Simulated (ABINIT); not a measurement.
The system is ZnS.

```
Zn S
1.0
     0.00000    2.70200    2.70200
     2.70200    0.00000    2.70200
     2.70200    2.70200    0.00000
Zn S
1 1
Direct
  0.75000 0.75000 0.75000
  0.00000 0.00000 0.00000
```

Base run:

| Quantity | Value |
| --- | --- |
| Program | ABINIT 10.8.3 (patched build) |
| Functional | WC |
| Potentials or basis | JTH PAW PBE v2.0 |
| Cutoff | 707 eV |
| k mesh | 9 × 9 × 9 |
| Occupations | fermi-dirac, width 0.05 eV |
| Spin | no spin polarisation |

Its results: band gap on the k mesh 1.93 eV, direct; pressure -2.0 GPa.

Task: After a change of settings the same cell gave: band gap on the k mesh 2.08 eV, direct; pressure -1.6 GPa. Which change was it?
A. functional from WC to BLYP
B. functional from WC to revPBE
C. functional from WC to PW91
D. functional from WC to AM05

Result: D.

Caveats: the PAW data sets were made with another functional, which shifts forces and pressure a little.

Runs at the PBE level aren't shown here.
